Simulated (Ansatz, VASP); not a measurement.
# As in VASP and in Ansatz

```
As
1.0
     2.99278    0.00000    0.00000
    -1.49639    2.59183    0.00000
     0.00000    0.00000   10.09172
As
4
Direct
  0.00000 0.00000 0.00000
  0.00000 0.00000 0.50000
  0.33333 0.66667 0.25000
  0.66667 0.33333 0.75000
```

Alike in both runs: task single point; functional LDA; k mesh 14 × 14 × 4; occupations fermi-dirac, width 0.1 eV; no spin polarisation.

|  | VASP | Ansatz |
| --- | --- | --- |
| version | VASP 6.6.1 | Ansatz 0.2.0 |
| potentials or method | VASP PAW LDA potentials, release 64 (As) | plane waves (420 eV) with PAW, scalar-relativistic |
| plane-wave cutoff (eV) | 520 | 420 |
| valence electrons in the cell | 20 | 60 |

VASP gave:

- pressure (GPa): -6.2
- largest component of the traceless stress (GPa): 0.76

Which values does Ansatz return?

Pressure (GPa): -6.3; largest component of the traceless stress (GPa): 0.77.

The two sets of potentials don't hold the same shells in valence. Ansatz warned: «pseudo_functional_mismatch».
